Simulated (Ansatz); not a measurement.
Runs of Ansatz 0.2.0 on CsSnI3. Symmetry: Pm-3m, No. 221, cubic system. The conventional cell has a = 6.206 Å, b = 6.206 Å, c = 6.206 Å, α = 90.00°, β = 90.00°, γ = 90.00°. Cs (site symmetry m-3m) has 12 I at 4.39 Å as nearest neighbours. I (site symmetry 4/mmm) has 2 Sn at 3.10 Å as nearest neighbours. Sn (site symmetry m-3m) is surrounded by 6 I at 3.10 Å. 

```tsv
task	cell	points for each segment of the path	gap on the mesh (eV)	pressure (GPa)
single point	atoms moved at random, drawn with an rms of 0.05 Å	-	1.70	-0.6
band structure	as given	14	-	-0.7
relaxation of cell and atoms	relaxed	-	(a)	0.0
single point	as given	-	1.73	-0.7
```

Alike in all rows: level PBEsol; potentials or basis Ansatz PAW; no spin polarisation; k mesh 5 × 5 × 5; cutoff (eV) 420; smearing fermi-dirac 0.05 eV.

Task: Fill in the values left out.

Result: (a) 1.69.

Caveats: spin-orbit coupling is left out, which moves the levels of the heavy elements; the PAW data sets come from PBE, with cores solved anew for the run's functional, which leaves a small shift of forces and pressure; odd divisions of the mesh miss points on the zone boundary, where band edges often lie, so the gap on the mesh can be too wide (some runs); the cell was measured hot, at 500 K (some runs); the plane-wave basis is chosen anew once the cell has moved, so the energies of steps on either side of that aren't comparable (some runs).

A k mesh can miss the band edges, and the runs leave out spin-orbit coupling on Cs, I, Sn.
